**Q:** I image a single layer of MoTe₂ and want to guess how fast the signal falls when I retract the tip. Are the bias and the work function enough?

**A:** You need a third ingredient: how much the electrons move along the sheet. An electron that leaks into the vacuum is short of the energy it would need to be free there. If part of its energy is tied up in sideways motion, it is even shorter of energy for the outward direction, and its wave dies out faster. Two states of the same energy can therefore reach the tip with very different strength.

**Q:** What do calculated values look like?

**A:** The ones below come from density functional theory with the PBE functional. Negative bias collects filled states and positive bias empty ones, in each case everything between zero and the bias. Zero bias is the middle of the gap. The apparent barrier is the height that would explain how fast the mean density falls at 4 Å above the topmost nucleus.

Tersoff–Hamann STM of a free-standing MoTe₂ monolayer, computed with Ansatz 0.2.0 (scalar-relativistic PBE-D3(BJ), plane-wave PAW, no spin polarization, 420 eV cutoff, 27 × 27 × 1 k mesh, 0.05 eV Gaussian smearing). Bias is counted from mid-gap; mean density, bright-over-dark density ratio and brightest site are for the plane 3 Å above the topmost nucleus.

| bias (V) | log10 mean density (log10 of e/angstrom^3) | bright over dark | brightest over | apparent barrier at 4 angstrom (eV) |
| --- | --- | --- | --- | --- |
| -2.600 | -3.387 | 3.85 | Te | 6.331 |
| -1.800 | -3.586 | 2.72 | Te | 5.768 |
| -1.200 | -4.210 | 2.18 | Te | 5.437 |
| -0.850 | -5.087 | 48.48 | between | 8.847 |
| 0.850 | -3.760 | 1.17 | between | 4.588 |
| 1.200 | -3.481 | 1.16 | between | 4.337 |
| 1.800 | -3.093 | 1.23 | between | 3.621 |
| 2.400 | -2.971 | 1.15 | between | 3.416 |

**Q:** Deeper states should face a higher barrier. Why is the highest one at −0.85 V?

**A:** From −1.2 to −2.6 V the barrier does rise as you say. The row at −0.85 V, however, holds only the top of the valence band, which in sheets of this kind lies at the corner of the Brillouin zone. The corner is the point of the zone farthest from its centre, so even the slowest-fading part of such a state has a lot of sideways motion. By −1.2 V, states near the zone centre have joined, with hardly any.

The computed decay supports this reading, although the positions in the zone are taken from the known band structure. States between −0.85 and −1.2 eV supply 93 % of the density at 4 Å in the −1.2 V row. After allowing for their energy, their decay leaves only about 0.1 eV for sideways motion. For the valence edge, 4.0 eV is left.

**Q:** Can you turn that into a rule I can use on paper?

**A:** Outside the sheet the density falls as exp(−2κz), where z is the height. The energy belonging to κ is the shortfall below the vacuum level plus the sideways energy:

barrier = 3.81 κ² ≈ Φ − V + T

Energies are in eV and κ is in 1/Å. Φ is the vacuum level above zero bias, here 4.23 eV. V is the bias with its sign, so every electron is treated as if it sat at the far end of the window. T is the sideways energy, 3.81 k², where k is the wave number along the sheet.

At the zone corner k = 4π/(3a), and the lattice constant a = 3.504 Å gives 1.195 per Å. Three choices of T then cover the table:

- valence edge (−0.85 V): the corner value, 5.44 eV
- deeper filled states (−1.2 V and beyond): zero
- empty states: k halfway to the corner, hence a quarter of the corner value, 1.36 eV

**Q:** Show me one at positive bias.

**A:** At +1.8 V the barrier is 4.23 − 1.80 + 1.36 = 3.79 eV. The calculation gives 3.62 eV, so the estimate is 5 % too high.

For the signal, κ = √(3.79/3.81), which is almost exactly 1 per Å. Retracting from 3 to 5 Å should then weaken the density by a factor exp(4κ), about 54. The computed factor is 49.

**Q:** And the odd row?

**A:** At −0.85 V the sum is 4.23 + 0.85 + 5.44, or about 10.5 eV. The computed barrier is 8.8 eV, so the rule is 19 % too high. If you start from the right density at 3 Å, you get only 0.57 of the computed density at 5 Å.

One cause is that the window reaches well beyond the corner itself. It holds 0.53 electrons per cell, about a quarter of a full band. States away from the corner have less sideways motion, and they outlast the others. A second cause is that the electron still feels some attraction from the sheet, which lowers the barrier. It shows in the mean density, which falls by a factor of 20.3 from 3 to 4 Å but 21.6 from 4 to 5 Å. In a constant barrier the fall would slow down with height, because the slowest-fading states take over. Placing every electron at the far end of the window adds at most 0.26 eV to the miss. The shares of the first two causes were not separated.

**Q:** Were these rows used to set up the rule?

**A:** In part. The halfway value was chosen with the empty-state rows in view, +1.8 V among them, so the agreement there is no blind test. The bias at which the filled states switch from the corner value to zero was also placed with the help of the table. The corner value follows from the lattice constant and the known place of the valence edge.

Apart from −0.85 V, the rule stays within about 0.5 eV of the computed barriers. Over all eight rows its root-mean-square miss is 0.6 eV, against 1.6 eV if sideways motion is ignored. The output after this text gives the comparison row by row.

**Q:** Do the empty states really sit halfway to the corner?

**A:** Only some of them, probably. Such sheets have an empty valley near that place, close in energy to the one at the corner. Its states should outlast the corner states, and the +0.85 V row leaves 1.2 eV of sideways energy, close to the halfway value. The weak contrast of that image agrees: a corner state reaches the tip as three equally strong waves, whose interference gives a marked pattern like the one at −0.85 V. At a bias that barely reaches the empty states, the corner states may be all there is, and the rule would then put the barrier too low. The states added at higher bias leave only 0.6 to 1.0 eV. The constant 1.36 eV still serves because the rule places all electrons at the top of the window, where the barrier is lowest, and the generous sideways term makes up for that. Treat it as a working allowance, not as a measured wave number.

**Q:** Where should I stop trusting the rule?

**A:** Be careful with wide windows of filled states. At −2.6 V the rule treats every electron as if it were at the deepest level and comes out 0.5 eV too high. In fact the states below −1.8 eV supply only 27 % of the density at 4 Å, and shallower states carry the rest. The deep states also keep about 1.5 eV of sideways energy, which the rule sets to zero, so two errors partly cancel.

Be careful, too, near the onset of the filled states. Spin–orbit coupling, absent here, splits the valence edge by roughly 0.2 eV, nearly as much as the 0.26 eV of valence band that the −0.85 V window takes in. PBE also makes the gap too small, so a real sample changes from corner to centre states at a different bias. Doping moves the Fermi level away from mid-gap. Then measure Φ from the actual Fermi level, keep V as applied, and expect the band edges, and with them the choice of T, at shifted biases.

The calculated barriers have limits of their own. The runs carry a warning that the exchange–correlation potential is rough where the density is thin, which is where the decay is read. They also assume a simple s-wave tip and leave out the field between tip and sheet. In a real junction this field tilts the barrier, so its mean height changes less with bias than the rule says. The field can also bend the bands of the sheet.

**Q:** How would I start with a different sheet?

**A:** Ask first where in the zone its states lie, then how large its cell is. Graphene makes a good comparison: its states near zero bias also sit at the zone corner, and its lattice constant is smaller. Since T grows as 1/a², their sideways energy is larger still, and their density falls steeply with height. On a metal surface whose states at the Fermi level include the zone centre, T is close to zero and the work function alone is a fair first guess.

Output of the analysis:

```
hbar^2/2m in eV angstrom^2: 3.81
wave number of the zone corner in 1/angstrom: 1.195
sideways energy at the zone corner in eV: 5.445
sideways energy halfway to the corner in eV: 1.361
Rule for the barrier (eV) and fall of density from 3 to 5 angstrom:
    row  bare barrier  sideways energy   rule  rule less computed  miss in %  fall by rule  computed fall  density at 5 A rule over computed
   -2.6         6.831                0  6.831              0.5002        7.9         211.9          172.6                             0.8148
   -1.8         6.031                0  6.031              0.2632      4.562         153.3          135.7                             0.8849
   -1.2         5.431                0  5.431            -0.00584    -0.1074         118.6          118.3                             0.9975
  -0.85         5.081            5.445  10.53               1.679      18.98         771.7          438.5                             0.5682
   0.85         3.381            1.361  4.742              0.1543      3.364         86.72           78.6                             0.9064
    1.2         3.031            1.361  4.392             0.05533      1.276         73.32          69.74                             0.9512
    1.8         2.431            1.361  3.792              0.1713      4.732         54.09          48.54                             0.8972
    2.4         1.831            1.361  3.192             -0.2237     -6.548         38.92          43.36                              1.114
Separate energy slices (eV), decay from 4 to 5 angstrom:
    row  slice barrier  vacuum less slice middle  sideways energy left over  slice share of density at 4 A in %
   -2.6           7.96                     6.431                      1.529                               26.71
   -1.8          6.018                     5.731                     0.2869                               74.84
   -1.2          5.345                     5.256                    0.08922                               93.02
  -0.85          8.987                     4.953                      4.034                                 100
   0.85          4.756                     3.509                      1.247                                 100
    1.2          4.171                     3.206                      0.965                               49.79
    1.8          3.354                     2.731                     0.6227                               65.38
    2.4          2.918                     2.131                     0.7869                               27.99
rms miss of the rule over all rows in eV: 0.6368
rms miss of the rule without the -0.85 V row in eV: 0.2466
largest miss without the -0.85 V row in eV: 0.5002
rms miss of the bare barrier over all rows in eV: 1.643
rms miss with one common fitted allowance for all rows in eV: 1.274
mean excess over the bare barrier for empty states in eV: 1.322
```
